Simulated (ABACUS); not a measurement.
**ZnS (Wurtzite-6H) in ABACUS: the effect of strain along c**

The system is ZnS (Wurtzite-6H).

```
Zn S
1.0
     3.81200    0.00000    0.00000
    -1.90600    3.30129    0.00000
     0.00000    0.00000   17.56859
Zn S
6 6
Cartesian
  0.0000 2.2009 14.6404
  1.9060 1.1004 5.8561
  1.9060 1.1004 11.7125
  0.0000 2.2009 2.9282
  0.0000 0.0000 8.7843
  0.0000 0.0000 0.0000
  0.0000 2.2009 16.8365
  1.9060 1.1004 8.0522
  1.9060 1.1004 13.9085
  0.0000 2.2009 5.1242
  0.0000 0.0000 10.9804
  0.0000 0.0000 2.1961
```

The cell isn't the ideal one: cell strained by -0.06 along c.

Alike in all runs:

* Program: ABACUS 3.10.1
* Task: single point
* Functional: PBE
* Potentials or basis: PseudoDojo NC SR 0.4.1 PBE standard
* Cutoff: 1361 eV
* Density cutoff: 5442 eV
* Basis: DZP LCAO (the cutoffs set its grid)
* k mesh: 6 × 6 × 1
* Occupations: fermi-dirac, width 0.05 eV
* Spin: no spin polarisation
* Radial cutoff of the potentials (pseudo_rcut): 7 bohr
* Orbital files: Zn Zn_confined-atom_7au_3s2p2d1f.orb, S S_confined-atom_7au_2s2p1d.orb
* SCF threshold on the density: 1e-07
* Max SCF steps: 100
* Eigensolver: genelpa
* Mixing: broyden

```tsv
strain along c	gap on the mesh (eV)	pressure (GPa)	largest force (eV/Å)
-0.06	2.46	9.8	0.88
-0.03	?	?	?
0	2.32	3.2	0.03
0.03	2.14	1.0	0.21
0.06	1.94	-0.7	0.27
```

**Question.** What does the run with strain along c -0.03 give?

**Answer.** gap on the mesh 2.41 eV; pressure 6.1 GPa; largest force 0.35 eV/Å.

Worked out: A parabola through the other rows of the gap on the mesh, of slope -2.5 eV per unit of strain along c there, gives 2.41 eV, against the run's 2.41. A parabola through the other rows of the pressure, of slope -109 GPa per unit of strain along c there, gives 6.2 GPa, against the run's 6.1. A parabola through the other rows of the largest force, of slope -12.5 eV/Å per unit of strain along c there, gives 0.37 eV/Å, against the run's 0.35.

Caveats: the atomic orbitals were generated for these runs and aren't a published set; the cell's inner coordinates are idealised or old, which leaves forces on the atoms; the basis of atomic orbitals isn't converged, which shifts pressures, moduli and gaps.

